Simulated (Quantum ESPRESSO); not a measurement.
As in Quantum ESPRESSO: the effect of strain

The system is As.

```
As
1.0
     1.88080    1.08588    3.37350
    -1.88080    1.08588    3.37350
     0.00000   -2.17176    3.37350
As
2
Direct
  0.22600 0.22600 0.22600
  0.77400 0.77400 0.77400
```

Alike in all runs:

* Program: Quantum ESPRESSO 7.5
* Task: relaxation of the atoms
* Functional: PBEsol
* Potentials or basis: GBRV 1.5 PBEsol
* Cutoff: 612 eV
* Density cutoff: 4898 eV
* k mesh: 9 × 9 × 9
* Occupations: fermi-dirac, width 0.05 eV
* Spin: no spin polarisation
* Kind of strain: uniaxial_z
* Mixing beta: 0.5
* Most SCF iterations: 120
* SCF threshold: 4e-10 Ry
* Most ionic steps: 40
* Forc conv thr: 0.0004 Ry/bohr
* Etot conv thr: 1e-05 Ry

Each run relaxes the cell or the atoms first.

| strain | pressure (GPa) |
| --- | --- |
| -0.04 | ? |
| -0.02 | 0.2 |
| -0.01 | -0.1 |
| 0 | -0.5 |
| 0.01 | -0.8 |
| 0.02 | -1.1 |
| 0.04 | -1.6 |

Problem. What does the run with strain -0.04 give?

Solution. Pressure 1.1 GPa.

Worked out: A straight line through the other rows of the pressure, of slope -30.4 GPa per unit of strain, extrapolates to 0.8 GPa, against the run's 1.1. The fit is too stiff a form for this range.
